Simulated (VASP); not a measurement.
**ZnO: band structure with RPBE+D3**

Crystal: ZnO.

```xyz
4
Lattice="3.2880 0.0000 0.0000 -1.6440 2.8475 0.0000 0.0000 0.0000 7.1304" Properties=species:S:1:pos:R:3 pbc="T T T"
Zn    0.0000    0.0000    1.7826
Zn    0.0000    0.0000    5.3478
O     1.6440    0.9492    5.3478
O     0.0000    1.8983    1.7826
```

Measurements of this composition are mostly on another form, of space group No. 186.

```yaml
Program: VASP 6.6.1
Task: band structure
Functional: RPBE
Dispersion: D3
Potentials_or_basis: VASP PAW PBE potentials, release 64 (Zn, O)
Cutoff: 520 eV
k_mesh: 9 × 9 × 4
Occupations: gaussian, width 0.05 eV
Spin: no spin polarisation
Further_INCAR_settings: ALGO = Normal; EDIFF = 1.00e-06; NBANDS = 26; ISYM = 0
```

The band gap along the path is 0.94 eV, direct and the dispersion energy per atom is -0.234 eV.

Levels at the corners of the path, in eV from the Fermi level:
| point | band 16 | band 17 | band 18 | band 19 | band 20 | band 21 |
| --- | --- | --- | --- | --- | --- | --- |
| Γ | -0.22 | -0.21 | -0.21 | 0.73 | 3.22 | 5.09 |
| M | -2.00 | -1.14 | -1.13 | 4.82 | 5.38 | 6.15 |
| K | -3.57 | -0.95 | -0.95 | 4.97 | 6.26 | 8.67 |
| Γ | -0.22 | -0.21 | -0.21 | 0.73 | 3.22 | 5.09 |
| A | -0.22 | -0.22 | -0.22 | 1.81 | 1.81 | 7.18 |
| L | -2.04 | -1.11 | -1.11 | 4.92 | 4.92 | 7.60 |
| H | -3.87 | -0.93 | -0.93 | 5.71 | 5.71 | 9.18 |
| A | -0.22 | -0.22 | -0.22 | 1.81 | 1.81 | 7.18 |
| L | -2.04 | -1.11 | -1.11 | 4.92 | 4.92 | 7.60 |
| M | -2.00 | -1.14 | -1.13 | 4.82 | 5.38 | 6.15 |
| K | -3.57 | -0.95 | -0.95 | 4.97 | 6.26 | 8.67 |
| H | -3.87 | -0.93 | -0.93 | 5.71 | 5.71 | 9.18 |

Wall time 86 s on 1 thread of Intel(R) Xeon(R) Platinum 8488C (Sapphire Rapids), on a shared host, peak memory 0.23 GiB.

Caveat: the log is that of the step along the path at fixed density, whose energy, stress, charges and moments have no meaning.
